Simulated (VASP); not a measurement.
# InAs (Fm-3m) in VASP: a series of runs, part 2 of 2

VASP 6.6.1. Earlier steps stand in the parts before.

### 4 Single point, PBE, spin-orbit coupling, no magnetisation

Input file INCAR:

```
  PREC = Accurate
  ENCUT = 650
  EDIFF = 1E-7
  ISMEAR = 0
  SIGMA = 0.02
  LREAL = False
  LASPH = True
  NELM = 100
  ALGO = Normal
  ISIF = 2
  LWAVE = False
  LCHARG = False
  MAGMOM = 0 0 0 0 0 0
  LORBIT = 11
  LSORBIT = True
  GGA_COMPAT = False
  GGA = PE
  NBANDS = 34
```

Input file KPOINTS:

```
regular mesh
0
Gamma
  4 4 4
```

Input file POSCAR:

```
InAs
1.0
    0.0000000000      2.8773040000      2.8773040000
    2.8773040000      0.0000000000      2.8773040000
    2.8773040000      2.8773040000      0.0000000000
In As
1 1
Direct
    0.5000000000      0.5000000000      0.5000000000
    0.0000000000      0.0000000000      0.0000000000
```

Potentials or basis: VASP PAW PBE potentials, release 64 (In_d, As).

Started as:

```
$ cat potpaw_PBE.64/In_d/POTCAR potpaw_PBE.64/As/POTCAR > POTCAR
$ mpirun -np 1 vasp_ncl > vasp.out
```

OUTCAR:

```text
PREC = Accurate
   ENCUT = 650
   EDIFF = 1E-7
   ISMEAR = 0
   LREAL = False
   LASPH = True
   NELM = 100
   ISIF = 2
   LORBIT = 11
   LSORBIT = True
   GGA = PE

 Found      8 irreducible k-points:

 Following reciprocal coordinates:
            Coordinates               Weight
  0.000000  0.000000  0.000000      1.000000
  0.250000  0.000000  0.000000      8.000000
  0.500000  0.000000  0.000000      4.000000
  0.250000  0.250000  0.000000      6.000000
  0.500000  0.250000  0.000000     24.000000
 -0.250000  0.250000  0.000000     12.000000
   k-points           NKPTS =      8   k-points in BZ     NKDIM =      8   number of bands    NBANDS=     34
   number of dos      NEDOS =    301   number of ions     NIONS =      2
   total plane-waves  NPLWV =  46656
   dimension x,y,z NGX =    36 NGY =   36 NGZ =   36
   dimension x,y,z NGXF=    72 NGYF=   72 NGZF=   72
   ions per type =               1   1
   NGX,Y,Z   is equivalent  to a cutoff of  14.71, 14.71, 14.71 a.u.
   NGXF,Y,Z  is equivalent  to a cutoff of  29.42, 29.42, 29.42 a.u.
 SYSTEM =  unknown system
   PREC   = accura    normal or accurate (medium, high low for compatibility)
   ISTART =      0    job   : 0-new  1-cont  2-samecut
   ICHARG =      2    charge: 1-file 2-atom 10-const
   ISPIN  =      1    spin polarized calculation?
   LNONCOLLINEAR =      T non collinear calculations
   LSORBIT =      T    spin-orbit coupling
   LASPH  =      T    aspherical Exc in radial PAW
   ENCUT  =  650.0 eV  47.77 Ry    6.91 a.u.   8.46  8.46  8.46*2*pi/ulx,y,z
   NELM   =    100;   NELMIN=  2; NELMDL= -5     # of ELM steps
   EDIFF  = 0.1E-06   stopping-criterion for ELM
   LREAL  =      F    real-space projection
   EDIFFG = 0.1E-05   stopping-criterion for IOM
   NSW    =      0    number of steps for IOM
   IBRION =     -1    ionic relax: 0-MD 1-quasi-New 2-CG
   NFREE  =      0    steps in history (QN), initial steepest desc. (CG)
   ISIF   =      2    stress and relaxation
   ISYM   =      2    0-nonsym 1-usesym 2-fastsym
   POTIM  = 0.5000    time-step for ionic-motion
   TEBEG  =    0.0;   TEEND  =   0.0 temperature during run
   PSTRESS=    0.0 pullay stress
   NELECT =      18.0000    total number of electrons
   NUPDOWN=      -1.0000    fix difference up-down
[... 272 lines left out ...]
 -----------------------------------------------------------------------------------
    total drift:                                0.000000      0.000000      0.000000

  FREE ENERGIE OF THE ION-ELECTRON SYSTEM (eV)
  ---------------------------------------------------
  free  energy   TOTEN  =        -7.0319745059 eV

  energy  without entropy=       -7.0316057804  energy(sigma->0) =       -7.03179014

 Spin-Orbit-Coupling matrix elements

 Ion:    1  E_soc:     -0.0667404
 l=   1
     0.0000000    -0.0050706    -0.0050706
    -0.0050706     0.0000000    -0.0050706
    -0.0050706    -0.0050706     0.0000000
 l=   2
     0.0000000    -0.0012580     0.0000000    -0.0012580    -0.0047948
    -0.0012580     0.0000000    -0.0035961    -0.0012580    -0.0011987
     0.0000000    -0.0035961     0.0000000    -0.0035961     0.0000000
    -0.0012580    -0.0012580    -0.0035961     0.0000000    -0.0011987
    -0.0047948    -0.0011987     0.0000000    -0.0011987     0.0000000
 l=   3
     0.0000000     0.0000000     0.0000000     0.0000000     0.0000000     0.0000000     0.0000000
     0.0000000     0.0000000     0.0000000     0.0000000     0.0000000     0.0000000     0.0000000
     0.0000000     0.0000000     0.0000000     0.0000000     0.0000000     0.0000000     0.0000000
     0.0000000     0.0000000     0.0000000     0.0000000     0.0000000     0.0000000     0.0000000
     0.0000000     0.0000000     0.0000000     0.0000000     0.0000000     0.0000000     0.0000000
     0.0000000     0.0000000     0.0000000     0.0000000     0.0000000     0.0000000     0.0000000
     0.0000000     0.0000000     0.0000000     0.0000000     0.0000000     0.0000000     0.0000000

 Ion:    2  E_soc:     -0.0408056
 l=   1
     0.0000000    -0.0068037    -0.0068037
    -0.0068037     0.0000000    -0.0068037
    -0.0068037    -0.0068037     0.0000000
 l=   2
     0.0000000    -0.0000011     0.0000000    -0.0000011     0.0000039
    -0.0000011     0.0000000     0.0000029    -0.0000011     0.0000010
     0.0000000     0.0000029     0.0000000     0.0000029     0.0000000
    -0.0000011    -0.0000011     0.0000029     0.0000000     0.0000010
     0.0000039     0.0000010     0.0000000     0.0000010     0.0000000
 l=   3
     0.0000000     0.0000000     0.0000000     0.0000000     0.0000000     0.0000000     0.0000000
     0.0000000     0.0000000     0.0000000     0.0000000     0.0000000     0.0000000     0.0000000
     0.0000000     0.0000000     0.0000000     0.0000000     0.0000000     0.0000000     0.0000000
     0.0000000     0.0000000     0.0000000     0.0000000     0.0000000     0.0000000     0.0000000
     0.0000000     0.0000000     0.0000000     0.0000000     0.0000000     0.0000000     0.0000000
     0.0000000     0.0000000     0.0000000     0.0000000     0.0000000     0.0000000     0.0000000
     0.0000000     0.0000000     0.0000000     0.0000000     0.0000000     0.0000000     0.0000000

 total charge

# of ion       s       p       d       tot
------------------------------------------
    1        0.837   0.544   9.890  11.270
    2        1.243   1.507   0.018   2.767
--------------------------------------------------
tot          2.080   2.051   9.908  14.038

 magnetization (x)

# of ion       s       p       d       tot
------------------------------------------
    1       -0.000   0.000   0.000  -0.000
    2        0.000  -0.000   0.000   0.000
--------------------------------------------------
tot         -0.000   0.000   0.000  -0.000

 magnetization (y)

# of ion       s       p       d       tot
------------------------------------------
    1       -0.000   0.000  -0.000  -0.000
    2        0.000  -0.000   0.000   0.000
--------------------------------------------------
tot         -0.000   0.000  -0.000  -0.000

 magnetization (z)

# of ion       s       p       d       tot
------------------------------------------
    1       -0.000   0.000   0.000  -0.000
    2        0.000  -0.000   0.000  -0.000
--------------------------------------------------
tot         -0.000   0.000   0.000  -0.000
```

OSZICAR:

```text
N       E                     dE             d eps       ncg     rms          rms(c)
DAV:   1     0.168121478626E+03    0.16812E+03   -0.88882E+03   560   0.146E+03
DAV:   2     0.126555449956E+02   -0.15547E+03   -0.14605E+03   544   0.375E+02
DAV:   3    -0.642213355589E+01   -0.19078E+02   -0.18464E+02   650   0.122E+02
DAV:   4    -0.729369989584E+01   -0.87157E+00   -0.86710E+00   646   0.249E+01
DAV:   5    -0.732359050129E+01   -0.29891E-01   -0.29880E-01   840   0.467E+00    0.380E+00
DAV:   6    -0.704558588526E+01    0.27800E+00   -0.33362E-01   738   0.996E+00    0.194E+00
DAV:   7    -0.703120338251E+01    0.14383E-01   -0.15621E-01   846   0.287E+00    0.704E-01
DAV:   8    -0.703183904307E+01   -0.63566E-03   -0.12958E-02   760   0.148E+00    0.436E-01
DAV:   9    -0.703197320127E+01   -0.13416E-03   -0.11283E-03   692   0.311E-01    0.105E-01
DAV:  10    -0.703198036784E+01   -0.71666E-05   -0.85897E-04   746   0.401E-01    0.666E-02
DAV:  11    -0.703196448572E+01    0.15882E-04   -0.15681E-04   744   0.154E-01    0.322E-02
DAV:  12    -0.703197834620E+01   -0.13860E-04   -0.26179E-05   692   0.353E-02    0.887E-03
DAV:  13    -0.703197438280E+01    0.39634E-05   -0.54027E-06   746   0.208E-02    0.275E-03
DAV:  14    -0.703197446467E+01   -0.81866E-07   -0.15226E-06   636   0.638E-03    0.152E-03
DAV:  15    -0.703197450593E+01   -0.41259E-07   -0.69693E-08   418   0.204E-03
   1 F= -.70319745E+01 E0= -.70317901E+01  d E =-.368725E-03  mag=     0.0000     0.0000     0.0000
```

Wall time 39 s (1 thread of Intel Xeon Platinum 8488C (Sapphire Rapids), shared host); peak memory 0.37 GiB.

The run converged, but some of its settings lie outside the range that counts as converged, so its numbers aren't taken as properties of the crystal.

What came out:

```
Free energy                                           : -7.0320 eV
Pressure                                              : 0.7 GPa
Valence electrons inside the program's atomic spheres : In 11.27; As 2.77
```

Caveat: the k mesh is coarse (spacing up to 0.47 Å⁻¹), so the values aren't converged.

### 5 For comparison

An earlier run on the cell as given: functional PBE; potentials or basis VASP PAW PBE potentials, release 64 (In_d, As); cutoff 520 eV; k mesh 8 × 8 × 8; occupations fermi-dirac, width 0.05 eV; no spin polarisation.

* Pressure: 0.0 GPa
* Band gap on the k mesh: none (metal or under the smearing width)
